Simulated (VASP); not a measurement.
# BeS: G0W0 on PBE, by volume over the given one and cell

BeS, F-43m (no. 216), 2 atoms in the cell. PBE, GW; PAW potentials S_GW, Be_GW (PBE set).

| Volume over the given one | Cell | Quasiparticle gap on the mesh (eV) | Gap of the starting point on the mesh (eV) | Quasiparticle gap at the zone centre (eV) | Starting gap at the zone centre (eV) | Correction of the gap between the band edges on the mesh (eV) | Time (s) |
|---|---|---|---|---|---|---|---|
| 0.94 | scale = 0.94 | 4.30 | 2.95 | 7.35 | 5.61 | 1.35 | 15 |
| 0.97 | scale = 0.97 | 4.39 | 3.03 | 7.38 | 5.63 | 1.36 | 18 |
| 1 | as given | ? | ? | ? | ? | ? | 18 |
| 1.03 | scale = 1.03 | 4.54 | 3.16 | 7.11 | 5.63 | 1.38 | 20 |

What would be expected in the open row?

Answer: Quasiparticle gap on the mesh (eV): 4.47, Gap of the starting point on the mesh (eV): 3.10, Quasiparticle gap at the zone centre (eV): 7.35, Starting gap at the zone centre (eV): 5.65, Correction of the gap between the band edges on the mesh (eV): 1.37.

Limits: the mesh is coarse: the screening isn't converged, and the gap may still move by about 0.1 eV.

## Input of the first row

INCAR.step1:
```
SYSTEM = BeS
PREC = Accurate
ENCUT = 300
ISMEAR = 0
SIGMA = 0.05
LASPH = .TRUE.
LREAL = .FALSE.
GGA = PE
ALGO = Normal
EDIFF = 1E-8
NELM = 150
LWAVE = .TRUE.
LCHARG = .FALSE.
KPAR = 4
```

INCAR.step2, as INCAR.step1 but for:
```
- ALGO = Normal
- NELM = 150
+ ALGO = Exact
+ NELM = 1
+ ISTART = 1
+ NBANDS = 176
+ LOPTICS = .TRUE.
```

INCAR.step3:
```
SYSTEM = BeS
PREC = Accurate
ENCUT = 300
ISMEAR = 0
SIGMA = 0.05
LASPH = .TRUE.
LREAL = .FALSE.
GGA = PE
ALGO = EVGW0
NBANDS = 176
NBANDSGW = 8
ENCUTGW = 200
NOMEGA = 48
PRECFOCK = Fast
ISTART = 1
LWAVE = .FALSE.
LCHARG = .FALSE.
NELMGW = 1
KPAR = 4
```

KPOINTS:
```
k-points
0
Gamma
  4 4 4
```

POSCAR:
```
BeS
1.0
    0.0000000000      2.3754963136      2.3754963136
    2.3754963136      0.0000000000      2.3754963136
    2.3754963136      2.3754963136      0.0000000000
S Be
1 1
Direct
    0.7500000000      0.7500000000      0.7500000000
    0.0000000000      0.0000000000      0.0000000000
```

Commands (each step's output is kept before the next begins):
```
cat potpaw_PBE.64/S_GW/POTCAR potpaw_PBE.64/Be_GW/POTCAR > POTCAR
cp INCAR.step1 INCAR
mpirun -np 4 vasp_std > vasp.out
cp INCAR.step2 INCAR
mpirun -np 4 vasp_std > vasp.out
cp INCAR.step3 INCAR
mpirun -np 4 vasp_std > vasp.out
```

VASP 6.6.1 took 15 s on 4 cores (Intel Xeon 6975P-C (Granite Rapids)), a shared host.
